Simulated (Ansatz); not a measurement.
**TaN (P6/mmm): relaxation of cell and ions, by script**

What cell does TaN (P6/mmm) relax to? Aim: a relaxation of cell and ions, for TaN (P6/mmm), run from a script.

Computed with Ansatz 0.2.0, driven from Python. Level of theory: DFT PBE, plane waves, PAW.

## 1. The system

Symmetry: P6/mmm, No. 191, hexagonal system. The conventional cell has a = 5.191 Å, b = 5.191 Å, c = 2.908 Å, α = 90.00°, β = 90.00°, γ = 120.00°. Ta (site symmetry 6/mmm) has 6 N at 2.60 Å and 2 Ta at 2.91 Å as nearest neighbours. Around Ta (site symmetry -6m2) lie 6 N at 2.09 Å. Around N (site symmetry mmm) lie 6 Ta at 2.09 to 2.60 Å.

The script holds or builds the structure itself.

## 2. The script

Contents of tan_vcrelax.py:

```python
"""Variable-cell relaxation of TaN."""

from pathlib import Path
import json
import warnings

import ansatz
from ase import Atoms
from ase.neighborlist import neighbor_list
import numpy as np

CUTOFF = 550
K_SPACING = 0.26
OCCUPATIONS = "Marzari-Vanderbilt"
SCF_TOL = 1e-09
FORCE_TOL = 0.02

def edges_and_angles(cell):
    cell = np.asarray(cell)
    a, b, c = np.linalg.norm(cell, axis=1)
    cosines = cell[1] @ cell[2] / (b * c), cell[0] @ cell[2] / (a * c), cell[0] @ cell[1] / (a * b)
    return (a, b, c, *np.degrees(np.arccos(cosines)))

warnings.simplefilter("ignore", ansatz.DeckWarning)

tan = (
    ansatz.Lattice.from_parameters(5.191, 5.191, 2.908, alpha=90, beta=90, gamma=120)
    .space_group(191)
    .atom("Ta", [0.0, 0.0, 0.0])
    .atom("Ta", [1 / 3, 2 / 3, 0.5])
    .atom("N", [0.5, 0.0, 0.0])
)

# only the volume may change
model = (
    tan.calculation()
    .functional(ansatz.Functional.PBE)
    .pseudopotentials("paw")
    .basis(CUTOFF)
    .kpoints(spacing=K_SPACING)
    .occupations(OCCUPATIONS)
    .scf(tolerance=SCF_TOL)
    .relax(force_tolerance=FORCE_TOL, fix_cell=["shape"])
    .density()
    .potential()
    .electron_localization_function()
    .output_files(volumetric_format="npy")
)
res = model.run(threads=1, events_out="stream.ndjson")
with open("stream.ndjson") as stream:
    events = [json.loads(line) for line in stream]
steps = [e["data"] for e in events if e["event"] == "relax_step"]
data = res.report
print("step   energy (eV)     max comp. (eV/A)   P (GPa)  SCF")
for s in steps:
    print(f"{s['step']:4d} {s['lagrangian_ev']:15.5f} {s['allowed_force_max_ev_ang']:12.4f} {s['pressure_gpa']:10.3f} {s['n_scf']:5d}")

first, last = steps[0], steps[-1]
symbols = [site.symbol for site in res.lattice.sites]
print(f"energy gained {first['lagrangian_ev'] - last['lagrangian_ev']:.4f} eV in {len(steps) - 1} steps")
for label, vectors in (("before", first["cell_ang"]), ("after", res.lattice.cell_ang)):
    print(label, "a b c (A) {:.4f} {:.4f} {:.4f}  angles {:.2f} {:.2f} {:.2f}".format(*edges_and_angles(vectors)), f" V = {abs(np.linalg.det(vectors)):.3f} A^3")
print("final stress xx yy zz (GPa, compression positive):", np.round(np.diag(data["stress_gpa"]), 3) + 0.0)

change = np.array(last["positions_ang"]) @ np.linalg.inv(last["cell_ang"]) - np.array(first["positions_ang"]) @ np.linalg.inv(first["cell_ang"])
moved = np.linalg.norm(change @ np.array(last["cell_ang"]), axis=1)
print("displacement within the cell, strain taken out (A):", " ".join(f"{s}:{d:.3f}" for s, d in zip(symbols, moved)))

final = Atoms(symbols, positions=last["positions_ang"], cell=res.lattice.cell_ang, pbc=True)
i, j, d = neighbor_list("ijd", final, 4.5)
print("neighbours within 1.1 times the shortest distance of each atom (A)")
for atom in range(len(final)):
    near = [m for m in np.argsort(d) if i[m] == atom]
    shell = [m for m in near if d[m] < 1.1 * d[near[0]]]
    print(f"{symbols[atom]}{atom} ({len(shell)}):", ", ".join(f"{symbols[j[m]]} {d[m]:.3f}" for m in shell))

n_atoms = len(data["lattice"]["sites"])
print("F =", round(data["free_energy_ev"], 4), "eV for", n_atoms, "atoms")
print("E(sigma -> 0) =", round(data["energy_sigma0_ev"], 4), "eV, TS =", round(data["entropy_ts_ev"], 5), "eV")
print("closed by", data["closed_by"], "after", data["n_iterations"], "iterations")

folder = Path(res.write_results("fields"))
print("densities in e/A^3, potentials in eV, ELF without unit")
for name in sorted(p.name for p in folder.glob("*.npy")):
    field = np.load(folder / name)
    print(f"{name:16s} {str(field.shape):16s} min {field.min():10.4f}  mean {field.mean():10.4f}  max {field.max():10.4f}")
```

## 3. What the engine is handed

The engine receives this input:

```yaml
crystal:
  lattice:
    a: 5.191
    b: 5.191
    c: 2.908
    alpha: 90.0
    beta: 90.0
    gamma: 120.0
  space_group: 191
  atoms:
    - { symbol: Ta, position: [0.0, 0.0, 0.0] }
    - { symbol: Ta, position: [0.3333333333333333, 0.6666666666666666, 0.5] }
    - { symbol: "N", position: [0.5, 0.0, 0.0] }
basis:
  ecutwfc: 550.0
kpoints:
  mp_grid:
    kspacing: 0.26
hamiltonian:
  xc: pbe
  pseudopotentials:
    kind: paw
scf:
  convergence:
    dr2_threshold: 1.0e-09
  occupations:
    method: cold
relax:
  f_tol: 0.02
  cell:
    fix: [shape]
output:
  write_density: true
  write_potential: true
  volumetric_format: npy
  elf: true
```

## 4. The run

Started as:

```bash
$ python tan_vcrelax.py
```

Q: Predict the main results. Wanted: free energy; moves of the relaxation; energy gained; last largest force component; relaxed conventional cell; space group at the end; highest ELF outside the cores.

As calculated:

```
                                         quantity                                                                       value
                                      free energy                                         -30953.0939 eV (-5158.8490 eV/atom)
                          moves of the relaxation                                                                           3
energy gained (ahead of the last change of basis)                                                               10.0 meV/atom
                     last largest force component                                                                 0.0000 eV/Å
                        relaxed conventional cell  a = 5.243 Å, b = 5.243 Å, c = 2.937 Å, α = 90.00°, β = 90.00°, γ = 120.00°
                           space group at the end                                                                      P6/mmm
                    highest ELF outside the cores                                                 0.83, in the shell around N
```

What this shows: Over 3 moves the cell grew by 3.0 % in volume, and the space group stayed P6/mmm. Notes:
- No spin polarisation was allowed.
- Forces vanish by symmetry, so the ions can't move, and the end may be a saddle.
- Under cold or Methfessel-Paxton smearing the entropy term is a generalised one and can be negative.
- The mesh is modest for a metal, so energies can be off by several to tens of meV an atom and pressures by half a GPa or more; differences at equal mesh fare better.
- Energies along a relaxation are free energies. Rows at an unchanged volume are solved on a plane-wave basis chosen afresh for that cell, so the energy jumps there and such rows are no steps of the walk.
- Spin-orbit coupling, which matters for elements this heavy, is left out.
- Grid values close to the nuclei reflect the PAW or pseudopotential construction, not the all-electron fields.
